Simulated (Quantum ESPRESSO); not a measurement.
# BN (P6_3/mmc) in Quantum ESPRESSO: notebook

Runs on BN. Level: PBE. Tasks: phonons.

All numbers are computed with Quantum ESPRESSO 7.5; they aren't measurements. Logs are shortened: lines on timing, memory, paths and dates and some standing lists are left out, and cuts for length are marked.

### Step 1. Starting point

Symmetry: P6_3/mmc, No. 194, hexagonal system. The conventional cell has a = 2.498 Å, b = 2.498 Å, c = 6.636 Å, α = 90.00°, β = 90.00°, γ = 120.00°. Around N (site symmetry -6m2) lie 3 B at 1.44 Å. B (site symmetry -6m2) is surrounded by 3 N at 1.44 Å.

### Step 2. Phonons, PBE

Contents of pw.in:

```
&CONTROL
  calculation = 'scf'
  prefix = 'pwscf'
  outdir = './tmp'
  pseudo_dir = './pseudo'
  tprnfor = .true.
  tstress = .true.
  disk_io = 'low'
/
&SYSTEM
  ibrav = 0
  celldm(1) = 8
  nat = 4
  ntyp = 2
  ecutwfc = 84
  nbnd = 14
  occupations = 'smearing'
  smearing = 'fd'
  degauss = 0.00367493
/
&ELECTRONS
  conv_thr = 8d-10
  electron_maxstep = 120
  mixing_beta = 0.5
/
ATOMIC_SPECIES
N     14.0070 N.upf
B     10.8100 B.upf
CELL_PARAMETERS alat
  0.5901236741981   0.0000000000000   0.0000000000000
 -0.2950618370991   0.5110620932419   0.0000000000000
  0.0000000000000   0.0000000000000   1.5674569556474
ATOMIC_POSITIONS crystal
N      0.6666666667    0.3333333333    0.2500000000
N      0.3333333333    0.6666666667    0.7500000000
B      0.6666666667    0.3333333333    0.7500000000
B      0.3333333333    0.6666666667    0.2500000000
K_POINTS automatic
8 8 2 0 0 1
```

Contents of relax.in:

```
&CONTROL
  calculation = 'vc-relax'
  prefix = 'pwscf'
  outdir = './tmp'
  pseudo_dir = './pseudo'
  tprnfor = .true.
  tstress = .true.
  disk_io = 'low'
  nstep = 40
  forc_conv_thr = 0.0001
  etot_conv_thr = 1d-06
/
&SYSTEM
  ibrav = 0
  celldm(1) = 8
  nat = 4
  ntyp = 2
  ecutwfc = 84
  nbnd = 14
  occupations = 'smearing'
  smearing = 'fd'
  degauss = 0.00367493
/
&ELECTRONS
  conv_thr = 8d-10
  electron_maxstep = 120
  mixing_beta = 0.5
/
&IONS
  ion_dynamics = 'bfgs'
/
&CELL
  cell_dynamics = 'bfgs'
  press = 0
  press_conv_thr = 0.2
/
ATOMIC_SPECIES
N     14.0070 N.upf
B     10.8100 B.upf
CELL_PARAMETERS alat
  0.5901236741981   0.0000000000000   0.0000000000000
 -0.2950618370991   0.5110620932419   0.0000000000000
  0.0000000000000   0.0000000000000   1.5674569556474
ATOMIC_POSITIONS crystal
N      0.6666666667    0.3333333333    0.2500000000
N      0.3333333333    0.6666666667    0.7500000000
B      0.6666666667    0.3333333333    0.7500000000
B      0.3333333333    0.6666666667    0.2500000000
K_POINTS automatic
8 8 2 0 0 1
```

Contents of scf2.in:

```
&CONTROL
  calculation = 'scf'
  prefix = 'pwscf'
  outdir = './tmp'
  pseudo_dir = './pseudo'
  tprnfor = .true.
  tstress = .true.
  disk_io = 'low'
/
&SYSTEM
  ibrav = 0
  celldm(1) = 8
  nat = 4
  ntyp = 2
  ecutwfc = 84
  nbnd = 14
  occupations = 'fixed'
/
&ELECTRONS
  conv_thr = 1d-13
  electron_maxstep = 120
  mixing_beta = 0.5
  startingpot = 'file'
  startingwfc = 'file'
/
ATOMIC_SPECIES
N     14.0070 N.upf
B     10.8100 B.upf
CELL_PARAMETERS alat
  0.5930868973864  -0.0000000000000   0.0000000000000
 -0.2965434486932   0.5136283197883   0.0000000000000
  0.0000000000000   0.0000000000000   1.7591228163180
ATOMIC_POSITIONS crystal
N      0.6666666666    0.3333333332    0.2500000000
N      0.3333333332    0.6666666666    0.7500000000
B      0.6666666666    0.3333333332    0.7500000000
B      0.3333333332    0.6666666666    0.2500000000
K_POINTS automatic
8 8 2 0 0 1
```

Contents of ph.in:

```
phonons of BN
&INPUTPH
  prefix = 'pwscf'
  outdir = './tmp'
  tr2_ph = 1d-18
  fildyn = 'dyn'
  niter_ph = 90
  alpha_mix(1) = 0.7
/
0.5620311876 0.9734665724 0.2842325706
```

Potentials or basis: PseudoDojo 0.4.1 SR PBE standard.

Run with:

```sh
> OMP_NUM_THREADS=1 mpirun -n 4 pw.x -nk 2 -in pw.in > pw.out
> OMP_NUM_THREADS=1 mpirun -n 4 pw.x -nk 2 -in relax.in > relax.out
> OMP_NUM_THREADS=1 mpirun -n 4 pw.x -nk 2 -in scf2.in > scf2.out
> OMP_NUM_THREADS=1 mpirun -n 4 ph.x -nk 2 -in ph.in > ph.out
```

pw.out:

```text
This program is part of the open-source Quantum ESPRESSO suite
     for quantum simulation of materials; please cite
[... 6 lines left out ...]
     using ibrav=0 with symmetry is DISCOURAGED, use correct ibrav instead

     K-points division:     npool     =       2
     Subspace diagonalization in iterative solution of the eigenvalue problem:
     a serial algorithm will be used

     --------------------
     sticks:   dense  smooth     PW     G-vecs:    dense   smooth      PW
     Min         255     255     75                12589    12589    2045
     Max         256     256     76                12594    12594    2056
     Sum         511     511    151                25183    25183    4101

     Using Slab Decomposition

     bravais-lattice index     =            0
     lattice parameter (alat)  =       8.0000  a.u.
     unit-cell volume          =     242.0373 (a.u.)^3
     number of atoms/cell      =            4
     number of atomic types    =            2
     number of electrons       =        16.00
     number of Kohn-Sham states=           14
     kinetic-energy cutoff     =      84.0000  Ry
     charge density cutoff     =     336.0000  Ry
     scf convergence threshold =      8.0E-10
     mixing beta               =       0.5000
     number of iterations used =            8  plain     mixing
     Exchange-correlation= PBE
                           (   1   4   3   4   0   0   0)

     celldm(1)=   8.000000  celldm(2)=   0.000000  celldm(3)=   0.000000
     celldm(4)=   0.000000  celldm(5)=   0.000000  celldm(6)=   0.000000

     crystal axes: (cart. coord. in units of alat)
               a(1) = (   0.590124   0.000000   0.000000 )
               a(2) = (  -0.295062   0.511062   0.000000 )
               a(3) = (   0.000000   0.000000   1.567457 )

     reciprocal axes: (cart. coord. in units 2 pi/alat)
               b(1) = (  1.694560  0.978355 -0.000000 )
               b(2) = (  0.000000  1.956709  0.000000 )
               b(3) = (  0.000000 -0.000000  0.637976 )

     PseudoPot. # 1 for N  read from file:
     N.upf
     Pseudo is Norm-conserving + core correction, Zval =  5.0
     Generated using ONCVPSP code by D. R. Hamann
     Using radial grid of 1058 points,  4 beta functions with:
                l(1) =   0
                l(2) =   0
                l(3) =   1
                l(4) =   1

     PseudoPot. # 2 for B  read from file:
     B.upf
     Pseudo is Norm-conserving + core correction, Zval =  3.0
     Generated using ONCVPSP code by D. R. Hamann
     Using radial grid of 1534 points,  4 beta functions with:
                l(1) =   0
                l(2) =   0
                l(3) =   1
                l(4) =   1

     atomic species   valence    mass     pseudopotential
     N                 5.00    14.00700     N ( 1.00)
     B                 3.00    10.81000     B ( 1.00)

     24 Sym. Ops., with inversion, found (12 have fractional translation)

   Cartesian axes

     site n.     atom                  positions (alat units)
         1        N      tau(   1) = (   0.2950618   0.1703540   0.3918642  )
         2        N      tau(   2) = (  -0.0000000   0.3407081   1.1755927  )
         3        B      tau(   3) = (   0.2950618   0.1703540   1.1755927  )
         4        B      tau(   4) = (  -0.0000000   0.3407081   0.3918642  )

     number of k points=    10  Fermi-Dirac smearing, width (Ry)=  0.0037
                       cart. coord. in units 2pi/alat
        k(    1) = (   0.0000000   0.0000000   0.1594940), wk =   0.0312500
        k(    2) = (   0.0000000   0.2445887   0.1594940), wk =   0.1875000
        k(    3) = (   0.0000000   0.4891773   0.1594940), wk =   0.1875000
        k(    4) = (   0.0000000   0.7337660   0.1594940), wk =   0.1875000
        k(    5) = (   0.0000000  -0.9783547   0.1594940), wk =   0.0937500
        k(    6) = (   0.2118200   0.3668830   0.1594940), wk =   0.1875000
        k(    7) = (   0.2118200   0.6114717   0.1594940), wk =   0.3750000
        k(    8) = (   0.2118200   0.8560604   0.1594940), wk =   0.3750000
        k(    9) = (   0.4236400   0.7337660   0.1594940), wk =   0.1875000
        k(   10) = (   0.4236400   0.9783547   0.1594940), wk =   0.1875000

     Dense  grid:    25183 G-vectors     FFT dimensions: (  27,  27,  80)

     Initial potential from superposition of free atoms

     starting charge      15.9995, renormalised to      16.0000
     Starting wfcs are   16 randomized atomic wfcs

     Self-consistent Calculation

     iteration #  1     ecut=    84.00 Ry     beta= 0.50
     Davidson diagonalization with overlap
     ethr =  1.00E-02,  avg # of iterations =  6.3

     total energy              =     -53.47360506 Ry
     estimated scf accuracy    <       0.75278251 Ry

     iteration #  2     ecut=    84.00 Ry     beta= 0.50
     Davidson diagonalization with overlap
     ethr =  4.70E-03,  avg # of iterations =  2.0
[... 50 lines left out ...]
     total energy              =     -53.62998005 Ry
     estimated scf accuracy    <          1.5E-09 Ry

     iteration # 10     ecut=    84.00 Ry     beta= 0.50
     Davidson diagonalization with overlap
     ethr =  9.29E-12,  avg # of iterations =  3.9

     End of self-consistent calculation

          k = 0.0000 0.0000 0.1595 (  3109 PWs)   bands (ev):

   -13.0033 -12.7945  -1.2069   0.2727   3.4492   3.4492   3.4752   3.4752
    10.7766  14.2307  16.4969  16.4969  16.5844  16.5844

          k = 0.0000 0.2446 0.1595 (  3121 PWs)   bands (ev):

   -12.6988 -12.4973  -0.7914   0.6558   2.2626   2.2901   2.8969   2.9286
    11.2668  14.2818  16.2009  16.4276  16.8963  17.7975

          k = 0.0000 0.4892 0.1595 (  3140 PWs)   bands (ev):

   -11.8271 -11.6489  -0.3414  -0.2906   0.4362   1.7768   1.8085   1.8481
    12.3164  13.5019  14.4132  15.5002  16.3816  18.3024

          k = 0.0000 0.7338 0.1595 (  3160 PWs)   bands (ev):

   -10.5932 -10.4640  -2.9144  -2.8541   0.9335   0.9776   2.2137   3.3197
    10.7867  11.5235  14.1333  15.0480  16.7000  18.9195

          k = 0.0000-0.9784 0.1595 (  3160 PWs)   bands (ev):

    -9.8103  -9.7602  -4.1494  -4.1048   0.6130   0.6585   3.4895   4.2096
     9.1877  10.1520  14.6232  14.9073  17.9063  18.5670

          k = 0.2118 0.3669 0.1595 (  3130 PWs)   bands (ev):

   -12.1090 -11.9227   0.0083   0.6280   0.6502   1.4259   1.8311   1.8612
    12.0950  13.9425  15.1834  16.6862  16.8050  17.3660

          k = 0.2118 0.6115 0.1595 (  3154 PWs)   bands (ev):
[... 11 lines left out ...]
    -9.9593  -9.8587  -2.8481  -2.8237  -1.1198  -1.0849   3.1915   4.1087
    10.3945  10.8054  15.9181  17.2223  18.4591  18.6338

          k = 0.4236 0.9784 0.1595 (  3149 PWs)   bands (ev):

    -9.3305  -9.3007  -3.4820  -3.4086  -1.8086  -1.7646   4.3541   4.7464
     9.4772   9.8370  16.4222  17.6709  18.0099  18.3685

     the Fermi energy is     7.0734 ev

!    total energy              =     -53.62998005 Ry
     estimated scf accuracy    <          1.6E-10 Ry
     smearing contrib. (-TS)   =       0.00000000 Ry
     internal energy E=F+TS    =     -53.62998005 Ry

     The total energy is F=E-TS. E is the sum of the following terms:
     one-electron contribution =     -15.93276311 Ry
     hartree contribution      =      16.41458206 Ry
     xc contribution           =     -17.36753285 Ry
     ewald contribution        =     -36.74426616 Ry

     convergence has been achieved in  10 iterations

     Forces acting on atoms (cartesian axes, Ry/au):

     atom    1 type  1   force =    -0.00000000   -0.00000000   -0.00000000
     atom    2 type  1   force =    -0.00000000   -0.00000000    0.00000000
     atom    3 type  2   force =     0.00000000    0.00000000    0.00000000
     atom    4 type  2   force =    -0.00000000   -0.00000000   -0.00000000

     Total force =     0.000000     Total SCF correction =     0.000000

     Computing stress (Cartesian axis) and pressure

          total   stress  (Ry/bohr**3)                   (kbar)     P=       47.12
   0.00038170   0.00000000  -0.00000000           56.15        0.00       -0.00
   0.00000000   0.00038170   0.00000000            0.00       56.15        0.00
   0.00000000   0.00000000   0.00019763            0.00        0.00       29.07

=------------------------------------------------------------------------------=
   JOB DONE.
=------------------------------------------------------------------------------=
```

relax.out:

```text
This program is part of the open-source Quantum ESPRESSO suite
     for quantum simulation of materials; please cite
[... 6 lines left out ...]
     using ibrav=0 with symmetry is DISCOURAGED, use correct ibrav instead

     K-points division:     npool     =       2
[... 428 lines left out ...]
   0.00000757   0.00000000   0.00000000            1.11        0.00        0.00
   0.00000000   0.00000757   0.00000000            0.00        1.11        0.00
   0.00000000   0.00000000   0.00004059            0.00        0.00        5.97

=------------------------------------------------------------------------------=
   JOB DONE.
=------------------------------------------------------------------------------=
```

scf2.out:

```text
This program is part of the open-source Quantum ESPRESSO suite
     for quantum simulation of materials; please cite
[... 6 lines left out ...]
     using ibrav=0 with symmetry is DISCOURAGED, use correct ibrav instead

     K-points division:     npool     =       2
[... 202 lines left out ...]
   0.00000756   0.00000000   0.00000000            1.11        0.00        0.00
  -0.00000000   0.00000756   0.00000000           -0.00        1.11        0.00
   0.00000000   0.00000000   0.00004057            0.00        0.00        5.97

=------------------------------------------------------------------------------=
   JOB DONE.
=------------------------------------------------------------------------------=
```

It took 4.4 min on 4 MPI ranks of Intel Xeon at 2.50GHz (Skylake/Cascade Lake), shared host; peak memory 0.36 GiB.

What came out:

```yaml
Free_energy: -729.7207 eV
Relaxed_volume: 10.16 Å³/atom
Relaxed_cell: a = 2.511 Å, b = 2.511 Å, c = 7.447 Å, α = 90.00°, β = 90.00°, γ = 120.00°
Space_group_after_relaxing_to_0.05_Å: P6_3/mmc (No. 194)
Pressure_after_relaxing: 0.3 GPa
Highest_phonon_frequency_at_the_q_point_run: 1262 cm⁻¹
```

The path:
```tsv
step	energy change (eV)	largest force (eV/Å)	pressure (GPa)	volume (Å³)
1	0.0000	0.0000	4.71	35.87
2	-0.0051	0.0000	-2.11	36.73
3	-0.0116	0.0000	0.36	36.60
4	-0.0160	0.0000	1.39	36.77
5	-0.0214	0.0000	1.88	37.14
6	-0.0283	0.0000	1.98	37.76
7	-0.0361	0.0000	1.63	38.76
8	-0.0420	0.0000	0.62	40.31
9	-0.0423	0.0000	0.18	40.67
10	-0.0424	0.0000	0.06	40.67
11	-0.0424	0.0000	0.00	40.66
```

Final structure:
```cif
data_structure
_symmetry_space_group_name_H-M 'P 1'
_symmetry_Int_Tables_number 1
_cell_length_a 2.5108
_cell_length_b 2.5108
_cell_length_c 7.4471
_cell_angle_alpha 90.000
_cell_angle_beta 90.000
_cell_angle_gamma 120.000
_cell_volume 40.66
loop_
_atom_site_label
_atom_site_type_symbol
_atom_site_fract_x
_atom_site_fract_y
_atom_site_fract_z
_atom_site_occupancy
N1 N 0.66667 0.33333 0.25000 1
N2 N 0.33333 0.66667 0.75000 1
B1 B 0.66667 0.33333 0.75000 1
B2 B 0.33333 0.66667 0.25000 1
```

Phonon frequencies in cm⁻¹ (negative: imaginary):
| q point | frequencies |
| --- | --- |
| (0.333, 0.333, 0.500) | 316 316 593 593 869 869 1055 1055 1173 1173 1262 1262 |

Caveat: the k mesh is coarse (spacing up to 0.47 Å⁻¹), so the values aren't converged; the layers were relaxed without a dispersion term, so their spacing and the soft interlayer modes are unreliable; this functional lacks dispersion, which binds the layers, so the pressure and a relaxed spacing across them are unreliable.

(Part 1 of 2 ends here.)
